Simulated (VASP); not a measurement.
InSb, 2 atoms in the cell. The structure is cubic, space group F-43m (No. 216). Conventional cell: a = 6.521 Å, b = 6.521 Å, c = 6.521 Å, α = 90.00°, β = 90.00°, γ = 90.00°. In (site symmetry -43m) has 4 Sb at 2.82 Å as nearest neighbours. Around Sb (site symmetry -43m) lie 4 In at 2.82 Å. The cell was built by a generator and needn't be a form met in nature.

```yaml
Program: VASP 6.6.1
Task: band structure
Functional: r2SCAN
Potentials_or_basis: VASP PAW PBE potentials, release 64 (In_d, Sb)
Cutoff: 520 eV
k_mesh: 10 × 10 × 10
Occupations: gaussian, width 0.03 eV
Spin: no spin polarisation
Further_INCAR_settings: ALGO = Normal; EDIFF = 1e-06; NBANDS = 16
```

Potentials or basis: VASP PAW PBE potentials, release 64 (In_d, Sb).

Launch:

```bash
$ cat potpaw_PBE.64/In_d/POTCAR potpaw_PBE.64/Sb/POTCAR > POTCAR
$ mpirun -np 1 vasp_std > vasp.out
```

Hardware: 1 thread of Intel(R) Xeon(R) Platinum 8488C (Sapphire Rapids), on a shared host.

Question: Estimate the wall time of this run.

Answer: It took 5.6 min on 1 thread of Intel(R) Xeon(R) Platinum 8488C (Sapphire Rapids), with other jobs on the host, peak memory 0.26 GiB. Counts: scf iterations 57, k points 47.
